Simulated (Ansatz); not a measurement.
Runs of Ansatz 0.2.0 on AgBr. The structure is cubic, space group Fm-3m (No. 225). Conventional cell: a = 5.740 Å, b = 5.740 Å, c = 5.740 Å, α = 90.00°, β = 90.00°, γ = 90.00°. Ag (site symmetry m-3m) has 6 Br at 2.87 Å as nearest neighbours. Br (site symmetry m-3m) is surrounded by 6 Ag at 2.87 Å. 

```csv
task,level,points for each segment of the path,gap on the mesh (eV),pressure (GPa),V0 of scaled cells (Å³/atom),B0 (GPa)
band structure,HSE06,4,2.02,2.0,-,-
equation of state,PBE0,-,-,-,24.71,39
equation of state,HSE06,-,-,-,24.78,39
band structure,PBE0,4,(a),2.0,-,-
```

Alike in all rows: potentials or basis Ansatz PAW; no spin polarisation; cell as given; k mesh 6 × 6 × 6; cutoff (eV) 420; smearing fermi-dirac 0.05 eV.

Task: Fill in the values left out.

Result: (a) 2.69.

Caveats: the PAW data sets come from PBE, with cores solved anew for the run's functional, which leaves a small shift of forces and pressure (some runs); the thresholds are loose for stress (some runs); the PAW data sets were made with another functional, which shifts forces and pressure a little (some runs).

A k mesh can miss the band edges, and the runs leave out spin-orbit coupling on Ag, Br.
